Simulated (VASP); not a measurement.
Write the native input for VASP 6.6.1 that does the following.

```
Task                   : single point
Functional             : PBEsol
Potentials or basis    : VASP PAW PBE potentials, release 64 (Ti_sv, Se)
Cutoff                 : 520 eV
k mesh                 : 6 × 6 × 6
Occupations            : gaussian, width 0.05 eV
Spin                   : collinear spin, ferromagnetic start
Starting moments       : [1.0, 0.0] μB
Fixed moment           : 3 μB
Hubbard terms          : Ti d U = 4 eV
Further INCAR settings : ALGO = Normal; EDIFF = 1e-07
```

The structure of TiSe lies in POSCAR:

```
TiSe
1.0
    3.4034008100      0.0000000000      0.0000000000
    0.0000000000      3.4034008100      0.0000000000
    0.0000000000      0.0000000000      3.4034008100
Ti Se
1 1
Direct
    0.0000000000      0.0000000000      0.0000000000
    0.5000000000      0.5000000000      0.5000000000
```

The cell comes from a database or a generator and needn't be the stable form of this composition.

The input as run:

INCAR

```
PREC = Accurate
ENCUT = 520
EDIFF = 1E-7
ISMEAR = 0
SIGMA = 0.05
LREAL = F
LASPH = T
NELM = 60
ALGO = Normal
ISIF = 2
LWAVE = F
LCHARG = F
ISPIN = 2
MAGMOM = 1 0
LORBIT = 11
NUPDOWN = 3
LMAXMIX = 4
LDAU = T
LDAUTYPE = 2
LDAUL = 2 -1
LDAUU = 4 0
LDAUJ = 0 0
LDAUPRINT = 1
GGA = PS
```

KPOINTS

```
regular mesh
0
Gamma
  6 6 6
```

Potentials or basis: VASP PAW PBE potentials, release 64 (Ti_sv, Se).

Command:

```sh
$ cat potpaw_PBE.64/Ti_sv/POTCAR potpaw_PBE.64/Se/POTCAR > POTCAR
$ mpirun -np 1 vasp_std > vasp.out
```

It gave:

- Pressure: -0.6 GPa
- Net moment: 3.00 μB per cell
- Site moments: Ti +1.92; Se +0.28 μB
- Valence electrons inside the program's atomic spheres: Ti 10.17; Se 3.81

Caveat: the moment is held away from its start; the PAW data sets were made with another functional, which shifts forces and pressure a little; the total moment is fixed, so each spin has its own Fermi level.

Wall time 40 s on 1 thread of Intel(R) Xeon(R) Platinum 8488C (Sapphire Rapids) (shared host), peak memory 0.18 GiB.
